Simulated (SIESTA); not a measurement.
Slab: Mn, a slab with vacuum.

```
Mn
1.0
     2.73155    0.00000    0.00000
    -1.36578    2.36559    0.00000
     0.00000    0.00000   23.92122
Mn
5
Cartesian
  1.3658 0.7885 7.5000
  0.0000 1.5771 9.7303
  0.0000 0.0000 11.9606
  1.3658 0.7885 14.1909
  0.0000 1.5771 16.4212
```

The slab is cut from a database's or a generator's crystal, which needn't be the stable form of the element.

Base run:

| Item | Value |
| --- | --- |
| Program | SIESTA 5.4.2 |
| Functional | PBE |
| Potentials or basis | Ansatz (PBE files) |
| Basis | DZP (energy shift 0.003 Ry; two zetas on semicore shells) |
| Grid cutoff | 800 Ry |
| Energy shift | 0.003 Ry |
| k mesh | 11 × 11 × 1 |
| Occupations | fermi-dirac, width 0.05 eV |
| Spin | collinear spin, ferromagnetic start |
| Starting moments | [4.0, 4.0, 4.0, 4.0, 4.0] μB |

Its results: band gap on the k mesh none (metal or under the smearing width); net moment 16.89 μB per cell; site moments Mn +3.95, +3.12, +2.76 μB; largest force 0.362 eV/Å.

Q: The run is repeated on the same cell with these changes: potentials or basis from Ansatz (PBE files) to SPMS 1.0 (PBE files) or PseudoDojo by element. What comes out?

A: Band gap on the k mesh none (metal or under the smearing width); net moment 18.22 μB per cell; site moments Mn +4.04, +3.37, +3.41 μB; largest force 0.195 eV/Å.

Caveats: the cell was measured hot, at 1373 K; the basis of atomic orbitals isn't converged, which shifts pressures, moduli and gaps; the valence orbitals were made in a potential fitted to the semicore shell under them, which widens gaps by tenths of an eV or more (some runs).
